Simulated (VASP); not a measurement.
# CdSe (Cadmoselite): from the relaxed cell to its vibrations

What lattice, stiffness and vibrations does CdSe (Cadmoselite) have at one level of theory? The starting structure is a measured crystal structure from the Crystallography Open Database. All runs use LDA.

Program: VASP 6.6.1. Level of theory: Kohn-Sham DFT with plane waves and PAW; LDA. Results are calculated unless marked as measured.

The database entry behind the starting cell has ideal inner coordinates that were not refined, so it need not match the best structure at ambient conditions.

### 1. The structure

The structure is hexagonal, space group P6_3mc (No. 186). The conventional cell has a = 4.299 Å, b = 4.299 Å, c = 7.015 Å, α = 90.00°, β = 90.00°, γ = 120.00°. Nearest to Cd lie 4 Se at 2.63 Å. Nearest to Se lie 4 Cd at 2.63 Å. Farther neighbours and most contacts between anions are not listed.

Structure file:

```cif
data_structure
_symmetry_space_group_name_H-M 'P 1'
_symmetry_Int_Tables_number 1
_cell_length_a 4.2985
_cell_length_b 4.2985
_cell_length_c 7.0152
_cell_angle_alpha 90.000
_cell_angle_beta 90.000
_cell_angle_gamma 120.000
_cell_volume 112.25
loop_
_atom_site_label
_atom_site_type_symbol
_atom_site_fract_x
_atom_site_fract_y
_atom_site_fract_z
_atom_site_occupancy
Cd1 Cd 0.33333 0.66667 0.50000 1
Cd2 Cd 0.66667 0.33333 0.00000 1
Se3 Se 0.33333 0.66667 0.87500 1
Se4 Se 0.66667 0.33333 0.37500 1
```

### 2. Relaxation

This run starts from the cell of an earlier relaxation, which isn't shown; the restart sets up the plane waves anew.

Contents of INCAR:

```
SYSTEM = CdSe
PREC = Accurate
ENCUT = 500
EDIFF = 1E-07
NELM = 100
ISMEAR = 0
SIGMA = 0.03
LREAL = .FALSE.
ALGO = Normal
GGA = CA
NBANDS = 24
LORBIT = 11
LWAVE = .FALSE.
LCHARG = .FALSE.
KPAR = 8
IBRION = 2
NSW = 50
ISIF = 3
EDIFFG = -0.002
```

Contents of POSCAR:

```
CdSe
1.0
    4.2597629948      0.0000000000      0.0000000000
   -2.1298814974      3.6890629676      0.0000000000
    0.0000000000      0.0000000000      6.9592458878
Cd Se
2 2
Direct
    0.3333333333      0.6666666667      0.4998360389
    0.6666666667      0.3333333333      0.9998360389
    0.3333333333      0.6666666667      0.8751639611
    0.6666666667      0.3333333333      0.3751639611
```

Contents of KPOINTS:

```
Automatic mesh
0
Gamma
6 6 4
0 0 0
```

Potentials, in the order of the species: Cd and Se (LDA family, release 64).

The run is started by

```console
mpirun -np 8 vasp_std
```

The log of the run:

```text
[banner, memory and clock lines left out]
running    8 mpi-ranks, on    1 nodes
 distrk:  each k-point on    1 cores,    8 groups
 distr:  one band on    1 cores,    1 groups

 POSCAR found type information on POSCAR CdSe
 POSCAR found :  2 types and       4 ions
|                                                                             |
|           W    W    AA    RRRRR   N    N  II  N    N   GGGG   !!!           |
|           W    W   A  A   R    R  NN   N  II  NN   N  G    G  !!!           |
|           W    W  A    A  R    R  N N  N  II  N N  N  G       !!!           |
|           W WW W  AAAAAA  RRRRR   N  N N  II  N  N N  G  GGG   !            |
|           WW  WW  A    A  R   R   N   NN  II  N   NN  G    G                |
|           W    W  A    A  R    R  N    N  II  N    N   GGGG   !!!           |
|                                                                             |
|     For optimal performance we recommend to set                             |
|       NCORE = 2 up to number-of-cores-per-socket                            |
|     NCORE specifies how many cores store one orbital (NPAR=cpu/NCORE).      |
|     This setting can greatly improve the performance of VASP for DFT.       |
|     The default, NCORE=1 might be grossly inefficient on modern             |
|     multi-core architectures or massively parallel machines. Do your        |
|     Unfortunately you need to use the default for GW and RPA                |
|     calculations (for HF NCORE is supported but not extensively tested      |
|     yet).                                                                   |
|                                                                             |

 LDA part: xc-table for (Slater(with rela. corr.)+CA(PZ))
 , standard interpolation
 POSCAR, INCAR and KPOINTS ok, starting setup
 FFT: planning ... GRIDC
 FFT: planning ... GRID_SOFT
 FFT: planning ... GRID
 WAVECAR not read
 entering main loop
       N       E                     dE             d eps       ncg     rms          rms(c)
DAV:   1     0.238066349695E+03    0.23807E+03   -0.17047E+04  1008   0.132E+03
DAV:   2    -0.258173726390E+01   -0.24065E+03   -0.23480E+03  1160   0.330E+02
DAV:   3    -0.141769287715E+02   -0.11595E+02   -0.11558E+02  1224   0.737E+01
DAV:   4    -0.142595614411E+02   -0.82633E-01   -0.82617E-01  1136   0.607E+00
DAV:   5    -0.142602032066E+02   -0.64177E-03   -0.64174E-03  1248   0.473E-01    0.937E+00
DAV:   6    -0.135688018343E+02    0.69140E+00   -0.14033E+00  1320   0.124E+01    0.721E+00
DAV:   7    -0.135233657250E+02    0.45436E-01   -0.52381E-01  1144   0.395E+00    0.252E+00
DAV:   8    -0.135149290691E+02    0.84367E-02   -0.69097E-02  1088   0.277E+00    0.366E-01
DAV:   9    -0.135142478491E+02    0.68122E-03   -0.85156E-03  1184   0.116E+00    0.106E-01
DAV:  10    -0.135141384948E+02    0.10935E-03   -0.65623E-04  1192   0.314E-01    0.459E-02
DAV:  11    -0.135141539871E+02   -0.15492E-04   -0.85049E-05  1128   0.686E-02    0.130E-02
DAV:  12    -0.135141514284E+02    0.25587E-05   -0.36886E-05  1160   0.705E-02    0.883E-03
DAV:  13    -0.135141506928E+02    0.73566E-06   -0.50716E-06  1168   0.275E-02    0.167E-03
DAV:  14    -0.135141507012E+02   -0.84360E-08   -0.45986E-07   952   0.397E-03
   1 F= -.13514151E+02 E0= -.13514151E+02  d E =-.135142E+02
 curvature:   0.00 expect dE= 0.000E+00 dE for cont linesearch  0.000E+00
 trial: gam= 0.00000 g(F)=  0.241E-06 g(S)=  0.201E-06 ort = 0.000E+00 (trialstep = 0.100E+01)
 search vector abs. value=  0.442E-06
 reached required accuracy - stopping structural energy minimisation
```

The job ended after 5.8 s (8 MPI ranks of Intel Xeon 6975P-C (Granite Rapids), shared host; peak memory 1.7 GiB).

The logs omit lines about the potential files and the build; timing stands in the text.

OUTCAR, selected parts (step 2):

```text
ion  position               nearest neighbor table
   1  0.333  0.667  0.500-   4 2.61   4 2.61   4 2.61   3 2.61
   2  0.667  0.333  1.000-   3 2.61   3 2.61   3 2.61   4 2.61
   3  0.333  0.667  0.875-   2 2.61   2 2.61   2 2.61   1 2.61
   4  0.667  0.333  0.375-   1 2.61   1 2.61   1 2.61   2 2.61

  LATTYP: Found a hexagonal cell.
 ALAT       =     4.2597629948
 C/A-ratio  =     1.6337166871

 Subroutine GETGRP returns: Found 12 space group operations
 (whereof  6 operations were pure point group operations)

The static configuration has the point symmetry C_3v.
 The point group associated with its full space group is C_6v.

 Found     21 irreducible k-points:

   k-points           NKPTS =     21   k-points in BZ     NKDIM =     21   number of bands    NBANDS=     24

   dimension x,y,z NGX =    32 NGY =   32 NGZ =   54
   dimension x,y,z NGXF=    64 NGYF=   64 NGZF=  108

   ENCUT  =  500.0 eV  36.75 Ry    6.06 a.u.   7.77  7.77 12.69*2*pi/ulx,y,z

   NELECT =      36.0000    total number of electrons

 k-points in reciprocal lattice and weights: Automatic mesh
   0.00000000  0.00000000  0.00000000       0.007
   0.16666667 -0.00000000  0.00000000       0.042
   0.33333333 -0.00000000  0.00000000       0.042
   0.50000000 -0.00000000  0.00000000       0.021
   0.16666667  0.16666667  0.00000000       0.042
   0.33333333  0.16666667  0.00000000       0.083
   0.33333333  0.33333333  0.00000000       0.014
   0.00000000  0.00000000  0.25000000       0.014
   0.16666667 -0.00000000  0.25000000       0.083
[...]
0.33333333  0.16666667  0.50000000       0.083
   0.33333333  0.33333333  0.50000000       0.014

 average (electrostatic) potential at core
       1 -40.5591       2 -40.5591       3 -62.5346       4 -62.5346

 E-fermi :   1.2210

 k-point     1 :       0.0000    0.0000    0.0000
  band No.  band energies     occupation
    ...
     14       0.2367      2.00000
     15       0.2367      2.00000
     16       0.9938      2.00000
     17       1.0572      2.00000
     18       1.0572      2.00000
     19       1.5332      0.00000
     20       3.0980      0.00000
     21       6.7726      0.00000
     22       6.7726      0.00000
     23       7.0476      0.00000
    ...

 k-point     2 :       0.1667   -0.0000    0.0000
  band No.  band energies     occupation
    ...
     14      -0.8823      2.00000
     15      -0.4485      2.00000
     16      -0.1076      2.00000
     17       0.7703      2.00000
     18       0.8488      2.00000
     19       2.9355      0.00000
     20       4.1007      0.00000
     21       6.1228      0.00000
     22       7.1491      0.00000
     23       7.1534      0.00000
    ...

 k-point     3 :       0.3333   -0.0000    0.0000
  band No.  band energies     occupation
    ...
     14      -2.1891      2.00000
     15      -1.7631      2.00000
     16      -0.6812      2.00000
     17       0.1219      2.00000
     18       0.4391      2.00000
     19       3.9310      0.00000
     20       4.3370      0.00000
     21       5.9482      0.00000
     22       6.7676      0.00000
     23       7.4307      0.00000
    ...

  Total        0.0028833      0.0028833      0.0001641      0.0000000      0.0000000      0.0000000
  in kB        0.0422416      0.0422416      0.0024035      0.0000000      0.0000000      0.0000000
  external PRESSURE =       0.0289623 kB  Pullay stress =       0.0000000 kB

  energy-cutoff  :      500.00
  volume of cell :      109.36
      direct lattice vectors                 reciprocal lattice vectors
     4.259762995  0.000000000  0.000000000     0.234754845  0.135535773  0.000000000
    -2.129881497  3.689062968  0.000000000     0.000000000  0.271071545  0.000000000
     0.000000000  0.000000000  6.959245888     0.000000000  0.000000000  0.143693730

 POSITION                                       TOTAL-FORCE (eV/Angst)
 -----------------------------------------------------------------------------------
     -0.00000      2.45938      3.47848         0.000000      0.000000     -0.001117
      2.12988      1.22969      6.95810        -0.000000     -0.000000     -0.001117
     -0.00000      2.45938      6.09048        -0.000000     -0.000000      0.001117
      2.12988      1.22969      2.61086         0.000000     -0.000000      0.001117
 -----------------------------------------------------------------------------------
    total drift:                               -0.000000     -0.000000      0.000782

  FREE ENERGIE OF THE ION-ELECTRON SYSTEM (eV)
  ---------------------------------------------------
  free  energy   TOTEN  =       -13.5141507012 eV

  energy  without entropy=      -13.5141507012  energy(sigma->0) =      -13.51415070

 reached required accuracy - stopping structural energy minimisation

 total charge
# of ion       s       p       d       tot
------------------------------------------
    1        0.462   0.335   9.545  10.342
    2        0.462   0.335   9.545  10.342
    3        1.448   2.392   0.025   3.865
    4        1.448   2.392   0.025   3.865
--------------------------------------------------
tot          3.820   5.456  19.139  28.415

[... 3 further parts left out ...]
```

The run keeps the 12 symmetry operations of its start, so it cannot find a distortion of lower symmetry.

The relaxed cell holds 27.340 Å³ an atom, with a = 4.260 Å (-0.9 % against the database cell) and c = 6.959 Å (-0.8 % against the database cell). Pressures at 0.985 and 1.015 times this volume, from two more relaxations that aren't shown, give a bulk modulus of 57.6 GPa.

### 3. Elastic constants

Contents of INCAR:

```
SYSTEM = CdSe
PREC = Accurate
ENCUT = 700
EDIFF = 1E-08
NELM = 100
ISMEAR = 0
SIGMA = 0.03
LREAL = .FALSE.
ALGO = Normal
GGA = CA
NBANDS = 24
LORBIT = 11
LWAVE = .FALSE.
LCHARG = .FALSE.
KPAR = 8
IBRION = 6
NFREE = 2
POTIM = 0.015
ISIF = 3
NSW = 1
```

POSCAR is that of step 2.

Contents of KPOINTS:

```
Automatic mesh
0
Gamma
9 9 4
0 0 0
```

The run is started by

```console
mpirun -np 8 vasp_std
```

The log of the run:

```text
[banner, memory and clock lines left out]
running    8 mpi-ranks, on    1 nodes
[...]
[... a notice as in an earlier step ...]

 LDA part: xc-table for (Slater(with rela. corr.)+CA(PZ))
 , standard interpolation
 POSCAR, INCAR and KPOINTS ok, starting setup
[...]
entering main loop
       N       E                     dE             d eps       ncg     rms          rms(c)
DAV:   1     0.286974894671E+03    0.28697E+03   -0.20082E+04  1728   0.171E+03
DAV:   2     0.115829986710E+01   -0.28582E+03   -0.27579E+03  1904   0.369E+02
DAV:   3    -0.141305345887E+02   -0.15289E+02   -0.15222E+02  2152   0.853E+01
DAV:   4    -0.142622403450E+02   -0.13171E+00   -0.13168E+00  1896   0.775E+00
[...]
DAV:  13    -0.135192840892E+02    0.76007E-06   -0.54825E-06  1992   0.287E-02    0.214E-03
DAV:  14    -0.135192840717E+02    0.17531E-07   -0.56204E-07  2032   0.447E-03    0.779E-04
DAV:  15    -0.135192840697E+02    0.19540E-08   -0.42578E-08  2040   0.223E-03
   1 F= -.13519284E+02 E0= -.13519284E+02  d E =-.105429E-17
[...]
2 F= -.13510780E+02 E0= -.13510780E+02  d E =-.659005E-11
   3 F= -.13510532E+02 E0= -.13510532E+02  d E =-.234143E-12
   4 F= -.13510821E+02 E0= -.13510821E+02  d E =-.213984E-20
   5 F= -.13510527E+02 E0= -.13510527E+02  d E =-.108077E-11
   6 F= -.13510244E+02 E0= -.13510244E+02  d E =-.140104E-16
   7 F= -.13508924E+02 E0= -.13508924E+02  d E =-.126997E-13
   8 F= -.13516394E+02 E0= -.13516394E+02  d E =-.472322E-16
   9 F= -.13516395E+02 E0= -.13516395E+02  d E =-.470624E-16
  10 F= -.13517510E+02 E0= -.13517510E+02  d E =-.339320E-16
  11 F= -.13517510E+02 E0= -.13517510E+02  d E =-.339133E-16
  12 F= -.13517512E+02 E0= -.13517512E+02  d E =-.138865E-16
  13 F= -.13517512E+02 E0= -.13517512E+02  d E =-.138858E-16
  14 F= -.13518693E+02 E0= -.13518693E+02  d E =-.653653E-18
  15 F= -.13518693E+02 E0= -.13518693E+02  d E =-.654245E-18
  16 F= -.13518501E+02 E0= -.13518501E+02  d E =-.735139E-18
  17 F= -.13518601E+02 E0= -.13518601E+02  d E =-.646007E-18
  18 F= -.13518629E+02 E0= -.13518629E+02  d E =-.263145E-19
  19 F= -.13518629E+02 E0= -.13518629E+02  d E =-.263171E-19
  20 F= -.13518494E+02 E0= -.13518494E+02  d E =-.581882E-18
  21 F= -.13518393E+02 E0= -.13518393E+02  d E =-.658250E-18
 Finite differences progress:
  Degree of freedom:  10/ 10
  Displacement:        2/  2
  Total:              20/ 20
```

Wall time 7.2 min (8 MPI ranks); peak memory 8.4 GiB.

Parts of OUTCAR (step 3):

```text
  Total       -0.0763956     -0.0763956      0.1314908      0.0000000      0.0000000      0.0000000
  in kB       -1.1192197     -1.1192197      1.9263811      0.0000000      0.0000000      0.0000000
  external PRESSURE =      -0.1040194 kB  Pullay stress =       0.0000000 kB

 POSITION                                       TOTAL-FORCE (eV/Angst)
 -----------------------------------------------------------------------------------
     -0.00000      2.45938      3.47848        -0.000000      0.000000     -0.063434
      2.12988      1.22969      6.95810         0.000000     -0.000000     -0.021734
     -0.00000      2.45938      6.07548         0.000000      0.000000      0.117221
      2.12988      1.22969      2.61086        -0.000000     -0.000000     -0.032053
 -----------------------------------------------------------------------------------
    total drift:                               -0.000000     -0.000000      0.000739

  FREE ENERGIE OF THE ION-ELECTRON SYSTEM (eV)
  ---------------------------------------------------
  free  energy   TOTEN  =       -13.5183931857 eV

  energy  without entropy=      -13.5183931857  energy(sigma->0) =      -13.51839319

[... 3 further parts left out ...]
[key lines of the parts left out:]
E-fermi :   1.2282
```

The last energy, forces and stress in OUTCAR belong to the last displaced cell, not to that of POSCAR.

The elastic tensor has C11 = 80.2, C12 = 49.6, C44 = 13.7 GPa, among others; its Hill averages are a bulk modulus of 57.8 and a shear modulus of 16.0 GPa.

### 4. Modes of the relaxed cell

Contents of INCAR:

```
SYSTEM = CdSe
PREC = Accurate
ENCUT = 500
EDIFF = 1E-08
NELM = 100
ISMEAR = 0
SIGMA = 0.03
LREAL = .FALSE.
ALGO = Normal
GGA = CA
NBANDS = 24
LORBIT = 11
LWAVE = .FALSE.
LCHARG = .FALSE.
KPAR = 8
IBRION = 8
LEPSILON = .TRUE.
LPEAD = .TRUE.
ISIF = 2
```

POSCAR is that of step 3.

Contents of KPOINTS:

```
Automatic mesh
0
Gamma
10 10 6
0 0 0
```

The run is started by

```console
mpirun -np 8 vasp_std
```

The log of the run:

```text
[... set-up lines as in an earlier step ...]
 entering main loop
       N       E                     dE             d eps       ncg     rms          rms(c)
DAV:   1     0.240094569251E+03    0.24009E+03   -0.16908E+04  2688   0.132E+03
DAV:   2    -0.230465448094E+01   -0.24240E+03   -0.23577E+03  3104   0.329E+02
DAV:   3    -0.141771812781E+02   -0.11873E+02   -0.11838E+02  3272   0.745E+01
DAV:   4    -0.142627976436E+02   -0.85616E-01   -0.85602E-01  2952   0.620E+00
[...]
DAV:  13    -0.135202999701E+02    0.76311E-06   -0.53545E-06  3024   0.282E-02    0.197E-03
DAV:  14    -0.135202999680E+02    0.20377E-08   -0.51130E-07  3184   0.411E-03    0.700E-04
DAV:  15    -0.135202999648E+02    0.32942E-08   -0.48602E-08  3096   0.241E-03
   1 F= -.13520300E+02 E0= -.13520300E+02  d E =-.220623E-20
 Linear response reoptimize wavefunctions to high precision
DAV:   1    -0.135202999658E+02   -0.10491E-08   -0.22419E-09  2256   0.285E-04
DAV:   2    -0.135202999658E+02    0.20009E-10   -0.10027E-10  1688   0.623E-05
 Linear response to external field (no local field effect), progress :
[...]
RMM:  14    -0.848594545886E-01    0.94977E-08   -0.10452E-07 10343   0.185E-05    0.304E-08
 first order change of Fermi-energy  -0.24712E-04
 force on displaced ion       3 direction 1 :  -5.828   0.000   0.000
 Born effective charge ion    3 direction 1 :  -2.117  -0.002  -0.000
 Linear response progress:
  Degree of freedom:   4/  4
       N       E                     dE             d eps       ncg     rms          rms(c)
RMM:   1    -0.982902250908E-01   -0.98290E-01    0.10302E-01  8884   0.124E+00
RMM:   2    -0.978052518079E-01    0.48497E-03   -0.19168E-03  5337   0.290E-01    0.164E-01
RMM:   3    -0.978662577966E-01   -0.61006E-04   -0.11603E-04  5795   0.516E-02    0.930E-02
RMM:   4    -0.980098921769E-01   -0.14363E-03   -0.43494E-05  5808   0.376E-02    0.156E-02
[...]
RMM:  12    -0.979973573522E-01   -0.87292E-08   -0.27576E-07  4511   0.186E-05    0.330E-07
RMM:  13    -0.979973676528E-01   -0.10301E-07   -0.24460E-07  3014   0.178E-05    0.138E-07
RMM:  14    -0.979973487709E-01    0.18882E-07   -0.27747E-07  2859   0.178E-05    0.536E-08
 first order change of Fermi-energy  -0.22439E+00
 force on displaced ion       3 direction 3 :  -0.000   0.000  -7.476
 Born effective charge ion    3 direction 3 :   0.000   0.000  -2.239
 Born effective charges drift removed
 Linear response finished
```

Wall time 4.2 min (8 MPI ranks); peak memory 13 GiB; 34 min of CPU time.

Parts of OUTCAR (step 4):

```text
  Total       -0.0069295     -0.0069295      0.0197685      0.0000000      0.0000000      0.0000000
  in kB       -0.1015191     -0.1015191      0.2896147      0.0000000      0.0000000      0.0000000
  external PRESSURE =       0.0288588 kB  Pullay stress =       0.0000000 kB

 POSITION                                       TOTAL-FORCE (eV/Angst)
 -----------------------------------------------------------------------------------
     -0.00000      2.45938      3.47848        -0.000000      0.000000     -0.002631
      2.12988      1.22969      6.95810        -0.000000      0.000000     -0.002631
     -0.00000      2.45938      6.09048         0.000000      0.000000      0.002631
      2.12988      1.22969      2.61086        -0.000000      0.000000      0.002631
 -----------------------------------------------------------------------------------
    total drift:                               -0.000000     -0.000000      0.000794

 MACROSCOPIC STATIC DIELECTRIC TENSOR (including local field effects in DFT)
 ------------------------------------------------------
           7.998782     0.000000     0.000000
          -0.000000     7.998782     0.000000
           0.000000     0.000000     8.063197
 ------------------------------------------------------

 MACROSCOPIC STATIC DIELECTRIC TENSOR IONIC CONTRIBUTION
 ------------------------------------------------------
           2.732253    -0.000000    -0.000000
          -0.000000     2.732253     0.000000
          -0.000000     0.000000     3.206730
 ------------------------------------------------------

[... 1 part as in an earlier step ...]

[... 1 further part left out ...]
```

The zone-centre modes at 27.340 Å³ an atom are B1 (2) 192.1, E2 (2) 181.1, E1 178.3, A1 174.2, B1 (1) 125.1, E2 (1) 34.3 cm⁻¹.

[end of part 1 of 2]

[Lines on the potential files, build, host, timing and source positions are cut from VASP's logs without a mark.]

[Logs are printed without paths, hosts, clocks, repeated set-up lines and the standing remarks that a program may print on its own settings, such as how far it seeks lower states.]

[Hosts, paths, dates, database ids (printed as entryN), source tags and the programs' standing remarks are cut or masked in the printed files.]
